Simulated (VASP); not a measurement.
# RbBr: G0W0 on PBE, by spin-orbit coupling

RbBr, Fm-3m (no. 225), 2 atoms in the cell.

| Spin-orbit coupling | Quasiparticle gap on the mesh (eV) | Gap of the starting point on the mesh (eV) | Quasiparticle gap at the zone centre (eV) | Starting gap at the zone centre (eV) | Correction of the gap between the band edges on the mesh (eV) | Time (s) |
|---|---|---|---|---|---|---|
| no | 6.77 | 4.36 | 6.77 | 4.36 | 2.41 | 21 |
| yes | 6.60 | 4.20 | 6.60 | 4.20 | 2.41 | 69 |

Limits: the mesh is coarse: neither the gap nor the screening is converged.

## Input of the first row

INCAR.step1:
```
SYSTEM = RbBr
PREC = Accurate ; ENCUT = 300
ISMEAR = 0 ; SIGMA = 0.05
LASPH = .TRUE. ; LREAL = .FALSE.
GGA = PE ; ALGO = Normal
EDIFF = 1E-8 ; NELM = 150
LWAVE = .TRUE. ; LCHARG = .FALSE.
KPAR = 4
```

INCAR.step2, as INCAR.step1 but for:
```
- ALGO = Normal
- NELM = 150
+ ALGO = Exact
+ NELM = 1
+ ISTART = 1
+ NBANDS = 152
+ LOPTICS = .TRUE.
```

INCAR.step3:
```
SYSTEM = RbBr
PREC = Accurate ; ENCUT = 300
ISMEAR = 0 ; SIGMA = 0.05
LASPH = .TRUE. ; LREAL = .FALSE.
GGA = PE ; ALGO = EVGW0
NBANDS = 152 ; NBANDSGW = 12
ENCUTGW = 100 ; NOMEGA = 48
PRECFOCK = Fast ; ISTART = 1
LWAVE = .FALSE. ; LCHARG = .FALSE.
NELMGW = 1 ; KPAR = 4
```

KPOINTS:
```
k-points
0
Gamma
  3 3 3
```

POSCAR:
```
RbBr
1.0
    0.0000000000      3.4270000000      3.4270000000
    3.4270000000      0.0000000000      3.4270000000
    3.4270000000      3.4270000000      0.0000000000
Rb Br
1 1
Direct
    0.0000000000      0.0000000000      0.0000000000
    0.5000000000      0.5000000000      0.5000000000
```

Commands (each step's output is kept before the next begins):
```
cat potpaw_PBE.64/Rb_sv_GW/POTCAR potpaw_PBE.64/Br_GW/POTCAR > POTCAR
cp INCAR.step1 INCAR
mpirun -np 4 vasp_std > vasp.out
cp INCAR.step2 INCAR
mpirun -np 4 vasp_std > vasp.out
cp INCAR.step3 INCAR
mpirun -np 4 vasp_std > vasp.out
```

Changes of the last row against the first:
```
(step 1)
+ LSORBIT = True
+ GGA_COMPAT = False
+ MAGMOM = 0 0 0 0 0 0
(step 2)
- NBANDS = 152
+ LSORBIT = True
+ GGA_COMPAT = False
+ MAGMOM = 0 0 0 0 0 0
+ NBANDS = 308
(step 3)
- NBANDS = 152
- NBANDSGW = 12
+ LSORBIT = True
+ GGA_COMPAT = False
+ MAGMOM = 0 0 0 0 0 0
+ NBANDS = 308
+ NBANDSGW = 24
- vasp_std
+ vasp_ncl
```

VASP 6.6.1 took 21 s on 4 cores (Intel Xeon Platinum 8488C (Sapphire Rapids)), a shared host.
